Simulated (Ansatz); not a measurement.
# Te2Mo: the cost of one run

Program: Ansatz 0.2.0. Level of theory: DFT r2SCAN, scalar-relativistic, plane waves, PAW. These are calculated values, not measurements.

## (1) The starting structure

It takes space group P-6m2 (No. 187, hexagonal). Conventional cell: a = 3.560 Å, b = 3.560 Å, c = 17.524 Å, α = 90.00°, β = 90.00°, γ = 120.00°. Te (site symmetry 3m) has 3 Mo at 2.73 Å in its first shell of neighbours. Around Mo (site symmetry -6m2) lie 6 Te at 2.73 Å.

Structure file:

```cif
data_structure
_symmetry_space_group_name_H-M 'P 1'
_symmetry_Int_Tables_number 1
_cell_length_a 3.5602
_cell_length_b 3.5602
_cell_length_c 17.5241
_cell_angle_alpha 90.000
_cell_angle_beta 90.000
_cell_angle_gamma 120.000
_cell_volume 192.36
loop_
_atom_site_label
_atom_site_type_symbol
_atom_site_fract_x
_atom_site_fract_y
_atom_site_fract_z
_atom_site_occupancy
Te1 Te 0.33333 0.66667 0.89786 1
Te2 Te 0.33333 0.66667 0.10214 1
Mo1 Mo 0.00000 0.00000 0.00000 1
```

It goes back to an entry of the Materials Project, which need not be the stable form.

The cell is taken as given, not relaxed at this level.

## (2) Zero of energy

The reference gives a free energy of -18958.0912 eV, pressure 0.00 GPa, largest force 0.007 eV/Å and gap on the mesh 1.12 eV. It was computed beforehand with the settings of the runs below.

## (3) The scan: a sublattice displacement scan

Every Te atom is moved by x along the Cartesian unit vector (0.000, -0.754, 0.657); the cell and all other atoms stay fixed. Forces below are components along that vector, summed over the moved atoms.

## (4) At x = -0.100 Å

Contents of input.yaml:

```yaml
crystal:
  lattice:
    - [3.560232814, 0.0, 0.0]
    - [-1.780116407, 3.0832520603, 0.0]
    - [0.0, 0.0, 17.52405782]
  atoms:
    - { symbol: Te, position: [0.3455628556, 0.6911257112, 0.8941079128] }
    - { symbol: Te, position: [0.3455628556, 0.6911257112, 0.0983970128] }
    - { symbol: Mo, position: [0.0, 0.0, 0.0] }
basis:
  ecutwfc: 500
kpoints:
  mp_grid: { grid: [12, 12, 2] }
hamiltonian:
  xc: r2scan
scf:
  occupations: { method: gaussian, width: 0.05 }
output:
  forces: true
  stress: true
  eigenvalues: true
```

Run with:

```
> ansatz run input.yaml --threads 1 --pin off --max-ram 2560MiB --backend cpu --events-out ev --progress --plain --runs-dir out
```

**Question.** How long does this run take on 1 thread of Intel Xeon at 2.70GHz, shared host, and how much memory does it need?

About 62 s, with a peak of 0.97 GiB.
